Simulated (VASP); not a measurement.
# BN (Pnma) in VASP: reference runs

Reference runs on BN: the cell as given and a disturbed copy.

All numbers are computed with VASP 6.6.1; they aren't measurements. Logs are shortened: lines on timing, memory, paths and dates and some standing lists are left out, and cuts for length are marked.

### Step 1. Starting point

It takes space group Pnma (No. 62, orthorhombic). The conventional cell has a = 4.880 Å, b = 2.591 Å, c = 4.292 Å, α = 90.00°, β = 90.00°, γ = 90.00°. N (site symmetry m) has 4 B at 1.51 to 1.65 Å as nearest neighbours. Around B (site symmetry m) lie 4 N at 1.51 to 1.65 Å.

Measurements of this composition are mostly on another form, of space group No. 194.

### Step 2. Single point, PBE

Input file INCAR:

```
SYSTEM = BN
  PREC = Accurate
  ENCUT = 520
  EDIFF = 1E-7
  ISMEAR = -1
  SIGMA = 0.05
  LREAL = .FALSE.
  LASPH = .TRUE.
  NELM = 60
  ALGO = Normal
  ISIF = 2
  LWAVE = .FALSE.
  LCHARG = .FALSE.
  GGA = PE
  NBANDS = 26
```

Input file KPOINTS:

```
Automatic mesh
0
G
  6 10 6
  0 0 0
```

Input file POSCAR:

```
BN
1.0
    4.8800890000      0.0000000000      0.0000000000
    0.0000000000      2.5914640000      0.0000000000
    0.0000000000      0.0000000000      4.2920490000
N B
4 4
Direct
    0.3211300000      0.7500000000      0.1064860000
    0.6788700000      0.2500000000      0.8935140000
    0.1788700000      0.2500000000      0.6064860000
    0.8211300000      0.7500000000      0.3935140000
    0.3404130000      0.2500000000      0.9070960000
    0.1595870000      0.7500000000      0.4070960000
    0.8404130000      0.2500000000      0.5929040000
    0.6595870000      0.7500000000      0.0929040000
```

Potentials or basis: VASP PAW PBE potentials, release 64 (N, B).

Command:

```
> cat potpaw_PBE.64/N/POTCAR potpaw_PBE.64/B/POTCAR > POTCAR
> mpirun -np 1 vasp_std > vasp.out
```

OUTCAR:

```text
SYSTEM = BN
   PREC = Accurate
   ENCUT = 520
   EDIFF = 1E-7
   ISMEAR = -1
   LREAL = .FALSE.
   LASPH = .TRUE.
   NELM = 60
   ISIF = 2
   GGA = PE

 ion  position               nearest neighbor table
   1  0.321  0.750  0.106-   6 1.51   5 1.56   5 1.56   8 1.65
   2  0.679  0.250  0.894-   7 1.51   8 1.56   8 1.56   5 1.65
   3  0.179  0.250  0.606-   5 1.51   6 1.56   6 1.56   7 1.65
   4  0.821  0.750  0.394-   8 1.51   7 1.56   7 1.56   6 1.65
   5  0.340  0.250  0.907-   3 1.51   1 1.56   1 1.56   2 1.65
   6  0.160  0.750  0.407-   1 1.51   3 1.56   3 1.56   4 1.65
   7  0.840  0.250  0.593-   2 1.51   4 1.56   4 1.56   3 1.65
   8  0.660  0.750  0.093-   4 1.51   2 1.56   2 1.56   1 1.65

  LATTYP: Found a simple orthorhombic cell.
 ALAT       =     2.5914640000
 B/A-ratio  =     1.6562255929
 C/A-ratio  =     1.8831398005

  Lattice vectors:

 A1 = (   0.0000000000,   2.5914640000,   0.0000000000)
 A2 = (   0.0000000000,   0.0000000000,   4.2920490000)
 A3 = (   4.8800890000,   0.0000000000,   0.0000000000)

Analysis of symmetry for initial positions (statically):
=====================================================================
 Subroutine PRICEL returns:
 Original cell was already a primitive cell.

 Routine SETGRP: Setting up the symmetry group for a
 simple orthorhombic supercell.

 Subroutine GETGRP returns: Found  8 space group operations
 (whereof  2 operations were pure point group operations)
 out of a pool of  8 trial point group operations.

The static configuration has the point symmetry S_2 .
 The point group associated with its full space group is D_2h.

Analysis of symmetry for dynamics (positions and initial velocities):
=====================================================================
 Subroutine PRICEL returns:
 Original cell was already a primitive cell.

 Routine SETGRP: Setting up the symmetry group for a
 simple orthorhombic supercell.

 Subroutine GETGRP returns: Found  8 space group operations
 (whereof  2 operations were pure point group operations)
 out of a pool of  8 trial point group operations.

The dynamic configuration has the point symmetry S_2 .
 The point group associated with its full space group is D_2h.

 Subroutine INISYM returns: Found  8 space group operations
 (whereof  2 operations are pure point group operations),
 and found     1 'primitive' translations

----------------------------------------------------------------------------------------

                                     Primitive cell

  volume of cell :      54.2797

  direct lattice vectors                    reciprocal lattice vectors
     4.880089000  0.000000000  0.000000000     0.204914296  0.000000000  0.000000000
     0.000000000  2.591464000  0.000000000     0.000000000  0.385882266  0.000000000
     0.000000000  0.000000000  4.292049000     0.000000000  0.000000000  0.232988952

  length of vectors
     4.880089000  2.591464000  4.292049000     0.204914296  0.385882266  0.232988952

  position of ions in fractional coordinates (direct lattice)
     0.321130000  0.750000000  0.106486000
     0.678870000  0.250000000  0.893514000
     0.178870000  0.250000000  0.606486000
     0.821130000  0.750000000  0.393514000
     0.340413000  0.250000000  0.907096000
     0.159587000  0.750000000  0.407096000
     0.840413000  0.250000000  0.592904000
     0.659587000  0.750000000  0.092904000

  ion indices of the primitive-cell ions
   primitive index   ion index
                 1           1
                 2           2
                 3           3
                 4           4
                 5           5
                 6           6
                 7           7
                 8           8

----------------------------------------------------------------------------------------

 KPOINTS: Automatic mesh

Automatic generation of k-mesh.
 Grid dimensions read from file:
 generate k-points for:    6   10    6

 Generating k-lattice:

  Cartesian coordinates                     Fractional coordinates (reciprocal lattice)
     0.034152383  0.000000000  0.000000000     0.166666667  0.000000000  0.000000000
     0.000000000  0.038588227  0.000000000     0.000000000  0.100000000  0.000000000
     0.000000000  0.000000000  0.038831492     0.000000000  0.000000000  0.166666667

  Length of vectors
     0.034152383  0.038588227  0.038831492

  Shift w.r.t. Gamma in fractional coordinates (k-lattice)
     0.000000000  0.000000000  0.000000000

 Subroutine IBZKPT returns following result:
 ===========================================

 Found     96 irreducible k-points:

 Following reciprocal coordinates:
            Coordinates               Weight
  0.000000  0.000000  0.000000      1.000000
  0.166667  0.000000  0.000000      2.000000
  0.333333  0.000000  0.000000      2.000000
  0.500000  0.000000  0.000000      1.000000
  0.000000  0.100000  0.000000      2.000000
  0.166667  0.100000  0.000000      4.000000
[... 16 lines left out ...]
  0.333333  0.500000  0.000000      2.000000
  0.500000  0.500000  0.000000      1.000000
 [... further k-points ...]
   k-points           NKPTS =     96   k-points in BZ     NKDIM =     96   number of bands    NBANDS=     26
   number of dos      NEDOS =    301   number of ions     NIONS =      8
   total plane-waves  NPLWV =  23040
   dimension x,y,z NGX =    36 NGY =   20 NGZ =   32
   dimension x,y,z NGXF=    72 NGYF=   40 NGZF=   64
   ions per type =               4   4
   NGX,Y,Z   is equivalent  to a cutoff of  12.26, 12.83, 12.39 a.u.
   NGXF,Y,Z  is equivalent  to a cutoff of  24.53, 25.66, 24.79 a.u.
 SYSTEM =  BN
   PREC   = accura    normal or accurate (medium, high low for compatibility)
   ISTART =      0    job   : 0-new  1-cont  2-samecut
   ICHARG =      2    charge: 1-file 2-atom 10-const
   ISPIN  =      1    spin polarized calculation?
   LNONCOLLINEAR =      F non collinear calculations
   LSORBIT =      F    spin-orbit coupling
   LASPH  =      T    aspherical Exc in radial PAW
   ENCUT  =  520.0 eV  38.22 Ry    6.18 a.u.   9.07  4.82  7.98*2*pi/ulx,y,z
   NELM   =     60;   NELMIN=  2; NELMDL= -5     # of ELM steps
   EDIFF  = 0.1E-06   stopping-criterion for ELM
   LREAL  =      F    real-space projection
   EDIFFG = 0.1E-05   stopping-criterion for IOM
   NSW    =      0    number of steps for IOM
   IBRION =     -1    ionic relax: 0-MD 1-quasi-New 2-CG
   NFREE  =      0    steps in history (QN), initial steepest desc. (CG)
   ISIF   =      2    stress and relaxation
   ISYM   =      2    0-nonsym 1-usesym 2-fastsym
   POTIM  = 0.5000    time-step for ionic-motion
   TEBEG  =    0.0;   TEEND  =   0.0 temperature during run
   PSTRESS=    0.0 pullay stress
   NELECT =      32.0000    total number of electrons
   NUPDOWN=      -1.0000    fix difference up-down
   EMIN   =  10.00;   EMAX   =-10.00  energy-range for DOS
   EFERMI =   0.00;   METHOD = LEGACY
   ISMEAR =    -1;   SIGMA  =   0.05  broadening in eV -4-tet -1-fermi 0-gaus
   EFERMI_NEDOS =   21; number of points for ismear=-14 and -15
   IALGO  =     38    algorithm
   IMIX   =      4    mixing-type and parameters
     AMIX     =   0.40;   BMIX     =  1.00
     AMIX_MAG =   1.60;   BMIX_MAG =  1.00
  volume/ion in A,a.u.               =       6.78        45.79
  Fermi-wavevector in a.u.,A,eV,Ry     =   1.372711  2.594047 25.637923  1.884334
  Thomas-Fermi vector in A             =   2.498293
   LORBIT       =      0    0 simple, 1 ext, 2 COOP (PROOUT), +10 PAW based schemes
   GGA     = PE    functional components
   LHFCALC =     F    Hartree Fock is set to
   AEXX    =    0.0000 exact exchange contribution
   IVDW    =     0    specifies the selected vdW correction
   LEPSILON=     F    determine dielectric tensor
   LRPA    =     F    only Hartree local field effects (RPA)
 non-spin polarized calculation
  energy-cutoff  :      520.00
  volume of cell :       54.28
 maximum number of plane-waves:      1488
   NGX = 19   NGY =  9   NGZ = 15

 number of electron      32.0000000 magnetization

 Free energy of the ion-electron system (eV)
  ---------------------------------------------------
  ext. energy  EPLUGINS =         0.00000000
  ---------------------------------------------------
  free energy    TOTEN  =       -68.24421746 eV

  energy without entropy =      -68.24421746  energy(sigma->0) =      -68.24421746

 E-fermi :   6.6389     XC(G=0): -11.8072

 val. band max:        5.6154763660   @ k =   0.0000   0.0000   0.0000
 cond. band min:      11.2813757152   @ k =   0.3333   0.0000   0.3333
 fundamental gap:      5.6658993492
 Fermi energy:         6.6388946546

 k-point     1 :       0.0000    0.0000    0.0000
  band No.  band energies     occupation
      1     -14.0053      2.00000
      2     -11.4294      2.00000
      3     -10.4283      2.00000
      4      -8.6638      2.00000
      5      -3.1909      2.00000
      6      -2.5628      2.00000
[... 18 lines left out ...]
     25      17.1644      0.00000
     26      17.9011      0.00000

 k-point     2 :       0.1667    0.0000    0.0000
  band No.  band energies     occupation
      1     -13.9036      2.00000
      2     -11.8464      2.00000
      3     -10.0586      2.00000
      4      -8.6955      2.00000
      5      -3.2773      2.00000
      6      -3.0434      2.00000
[... 18 lines left out ...]
     25      16.4993      0.00000
     26      17.3431      0.00000

 k-point     3 :       0.3333    0.0000    0.0000
  band No.  band energies     occupation
      1     -13.6047      2.00000
      2     -12.5146      2.00000
      3      -9.5184      2.00000
      4      -8.8188      2.00000
      5      -3.5278      2.00000
      6      -3.5175      2.00000
[... 572 lines left out ...]
 k-point    23 :       0.3333    0.5000    0.0000
  band No.  band energies     occupation
      1     -10.2425      2.00000
      2     -10.2425      2.00000
      3      -9.5780      2.00000
      4      -9.5780      2.00000
      5      -2.9000      2.00000
      6      -2.9000      2.00000
[... 18 lines left out ...]
     25      18.8459      0.00000
     26      18.8459      0.00000

 k-point    24 :       0.5000    0.5000    0.0000
  band No.  band energies     occupation
      1      -9.9292      2.00000
      2      -9.9292      2.00000
      3      -9.9292      2.00000
      4      -9.9292      2.00000
      5      -2.6088      2.00000
      6      -2.6088      2.00000
[... 18 lines left out ...]
     25      19.0894      0.00000
     26      19.0894      0.00000

 [... further k-points ...]

------------------------ aborting loop because EDIFF is reached ----------------------------------------

  FORCE on cell =-STRESS in cart. coord.  units (eV):
  Direction    XX          YY          ZZ          XY          YZ          ZX
  --------------------------------------------------------------------------------------
  -------------------------------------------------------------------------------------
  Total       -0.0671361      0.0503829      0.0341640      0.0000000     -0.0000000      0.0000000
  in kB       -1.9816589      1.4871561      1.0084201      0.0000000     -0.0000000      0.0000000
  external PRESSURE =       0.1713057 kB  Pullay stress =       0.0000000 kB

 VOLUME and BASIS-vectors are now :
 -----------------------------------------------------------------------------
  energy-cutoff  :      520.00
  volume of cell :       54.28
      direct lattice vectors                 reciprocal lattice vectors
     4.880089000  0.000000000  0.000000000     0.204914296  0.000000000  0.000000000
     0.000000000  2.591464000  0.000000000     0.000000000  0.385882266  0.000000000
     0.000000000  0.000000000  4.292049000     0.000000000  0.000000000  0.232988952

 POSITION                                       TOTAL-FORCE (eV/Angst)
 -----------------------------------------------------------------------------------
      1.56714      1.94360      0.45704         0.009325      0.000000      0.067599
      3.31295      0.64787      3.83501        -0.009325     -0.000000     -0.067599
      0.87290      0.64787      2.60307        -0.009325      0.000000      0.067599
      4.00719      1.94360      1.68898         0.009325     -0.000000     -0.067599
      1.66125      0.64787      3.89330        -0.009019     -0.000000     -0.000090
      0.77880      1.94360      1.74728         0.009019     -0.000000     -0.000090
      4.10129      0.64787      2.54477        -0.009019      0.000000      0.000090
      3.21884      1.94360      0.39875         0.009019      0.000000      0.000090
 -----------------------------------------------------------------------------------
    total drift:                                0.000000      0.000000     -0.000000

  FREE ENERGIE OF THE ION-ELECTRON SYSTEM (eV)
  ---------------------------------------------------
  free  energy   TOTEN  =       -68.2442174616 eV

  energy  without entropy=      -68.2442174616  energy(sigma->0) =      -68.24421746
```

Run time: 84 s. Hardware: 1 thread of Intel Xeon Platinum 8259CL at 2.50GHz (Skylake/Cascade Lake), shared host; peak memory 0.22 GiB.

Results:

```yaml
Free_energy: -68.2442 eV
Pressure: 0.0 GPa
Largest_force: 0.068 eV/Å
Band_gap_on_the_k_mesh: 5.67 eV, indirect (least direct gap 6.26 eV)
```

Forces in eV/Å, atoms in the order of the input:
```
N    0.009  0.000  0.068
N   -0.009  0.000 -0.068
N   -0.009  0.000  0.068
N    0.009  0.000 -0.068
B   -0.009  0.000  0.000
B    0.009  0.000  0.000
B   -0.009  0.000  0.000
B    0.009  0.000  0.000
```

[end of part 1 of 2]
